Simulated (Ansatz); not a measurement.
# TiSi2 in Ansatz: the effect of target pressure

The system is TiSi2.

```
CELL_PARAMETERS angstrom
0.00000 4.11752 4.26290
2.38951 0.00000 4.26290
2.38951 4.11752 0.00000
ATOMIC_POSITIONS crystal
Ti 0.75000 0.75000 0.75000
Ti 0.50000 0.50000 0.50000
Si 0.41257 0.08743 0.41257
Si 0.08743 0.41257 0.08743
Si 0.16257 0.83743 0.16257
Si 0.83743 0.16257 0.83743
```

The cell is a database's computed one.

Alike in all runs:

* Program: Ansatz 0.2.0
* Task: relaxation of cell and atoms
* Functional: PBE
* Potentials or basis: Ansatz PAW
* Cutoff: 420 eV (not typed: the program's choice for these potentials)
* k mesh: 7 × 7 × 7
* Occupations: fermi-dirac, width 0.05 eV
* Spin: no spin polarisation

Each run relaxes the cell or the atoms first.

```csv
target pressure,relaxed volume (Å³/atom)
0 GPa,14.17
2 GPa,13.97
5 GPa,13.71
10 GPa,13.31
20 GPa,?
30 GPa,12.15
```

Q: What does the run with target pressure 20 GPa give?

A: Relaxed volume 12.67 Å³/atom.

Worked out: In Murnaghan's law V^(-B') rises as a straight line in P. The other rows fit best with B' = 4.0, V0 = 14.17 Å³/atom and B0 = 141 GPa, which gives 12.66 Å³/atom at 20 GPa, against the run's 12.67.

Caveats: the plane-wave basis is chosen anew once the cell has moved, so the energies of steps on either side of that aren't comparable.
